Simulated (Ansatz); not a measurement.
GaAs (started from an entry of an open crystallographic database) was put through Ansatz (plane waves). Cell and atoms come from a relaxation with r2SCAN.

The cell given to it:
```xyz
2
Lattice="0.0000 2.8331 2.8331 2.8331 0.0000 2.8331 2.8331 2.8331 0.0000" Properties=species:S:1:pos:R:3 pbc="T T T"
Ga    0.0000    0.0000    0.0000
As    1.4165    1.4165    1.4165
```

What the program printed (shortened):
```
Functional definition: r2SCAN
Crystal: 2 atoms, lattice volume = 45.479 Å³
Basis set: ecut = 500 eV, 1139 PW (Γ)
Bands: 18, of which v1, the nominal top of the filled ones, is band 14 counted from 1 (13 counted from 0)
Symmetry: 24 space group operations
k-points: 46 of 216 (irreducible under 4 space group operations, time reversal used)
preconditioner: auto → none  [insulator: Δε(μ)=0.897 eV  ℏωp=23.4 eV]
Free energy (F): -8655.737451 eV
Fermi energy:    7.854006 eV
--- Per-component energies (eV) ---
  E_band       = -333.082142
  E_kinetic    = 218.481045
  E_local      = -3929.082154
  E_nonlocal   = -242.813127
  E_hartree    = 1981.250174
  E_xc         = -136.526510
  E_vxc        = -143.794456
  E_paw        = -3852.146161
  E_vpaw       = -205.878060
  E_vtau       = 7.504395
  E_ewald      = -2692.790196
  E_core_change = -2.110478
--- Band table (eV; the first three rows and the last of 46) ---
  k-point 0: bands = […, -7.2878, -7.2878, -5.3050, 7.8540, 7.8540, 7.8540, 8.8156, 11.8983, 11.8983, 11.8983]
  k-point 1: bands = […, -7.2879, -7.2879, -4.9705, 5.1654, 7.4660, 7.4660, 9.8491, 12.4633, 12.4633, 12.9396]
  k-point 2: bands = […, -7.2862, -7.2862, -4.1106, 2.3866, 6.9023, 6.9023, 9.4254, 12.9035, 12.9035, 15.6189]
  k-point 45: bands = […, -7.2959, -7.2842, -2.9030, 1.2335, 4.1294, 5.3459, 11.8089, 12.5975, 14.4991, 15.7813]
--- Dielectric response (ions clamped): 3 representative field directions + reference, inside a basis on a mesh of 512 k-points ---
  ε∞ (high-frequency dielectric tensor):
       11.627813     0.000000     0.000000
        0.000000    11.627813     0.000000
        0.000000     0.000000    11.627813
  Born effective charges Z* (e; rows j = field, columns β = displacement):
    site 0:
         2.14584    0.00000    0.00000
         0.00000    2.14584    0.00000
         0.00000    0.00000    2.14584
    site 1:
        -2.14584    0.00000    0.00000
         0.00000   -2.14584    0.00000
         0.00000    0.00000   -2.14584
  ε∞ is read to err by 3.6e-2, Z* by 1.6e-2 e
```

Q: Reconstruct the input.

A:
```yaml
crystal:
  # lattice and atoms as above
kpoints:
  mp_grid: { grid: [6, 6, 6] }
hamiltonian:
  xc: r2scan
scf:
  occupations: { method: fixed }
dielectric: {}
```
The term E_vtau belongs to a meta-GGA, which reads the kinetic-energy density. A response with clamped ions alone is the dielectric block. Keys that aren't typed take their defaults; thresholds and the kind of smearing can't be read off these lines.

Run as `ansatz run input.yaml --threads 2 --pin off --max-ram 2211MiB --backend cpu --events-out ev --progress --plain --runs-dir out`.

Calculated for a static, non-magnetic cell.

Spin-orbit coupling is left out.
